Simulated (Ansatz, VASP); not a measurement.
**TiB2: VASP beside Ansatz**

```
CELL_PARAMETERS angstrom
-1.51602 -2.62583 0.00000
1.51602 -2.62583 0.00000
-0.60641 -1.05033 9.42026
ATOMIC_POSITIONS crystal
Ti 0.62361 0.00000 0.94098
Ti 0.89735 0.00000 0.25662
Ti 0.76048 0.00000 0.59880
B 0.63246 0.66667 0.08553
B 0.49558 0.66667 0.42771
B 0.35871 0.66667 0.76989
B 0.29912 0.33333 0.08553
B 0.16225 0.33333 0.42771
B 0.02538 0.33333 0.76989
```

Alike in both runs: task single point; functional PBE; k mesh 15 × 15 × 4; occupations gaussian, width 0.15 eV; no spin polarisation.

|  | VASP | Ansatz |
| --- | --- | --- |
| version | VASP 6.6.1 | Ansatz 0.2.0 |
| potentials or method | VASP PAW PBE potentials, release 64 (Ti_sv, B) | scalar-relativistic, plane waves, PAW |
| plane-wave cutoff (eV) | 520 | 520 |
| valence electrons in the cell | 54 | 54 |

|  | VASP | Ansatz | Ansatz less VASP |
| --- | --- | --- | --- |
| gap on the k mesh at the Fermi level (eV) | none | none | - |
| rms of the force components (eV/Å) | 5.365 | 5.312 | -0.0526 |

Atom by atom the forces differ by 0.053 eV/Å (rms over components). A gap of «none» marks a metal or a gap that the smearing closes. The functional is the same, so the differences come from potentials, cutoffs and numerics.

Caveats: forces of over 1 eV/Å show positions far from the minimum, so gaps and moduli don't describe the material at rest.
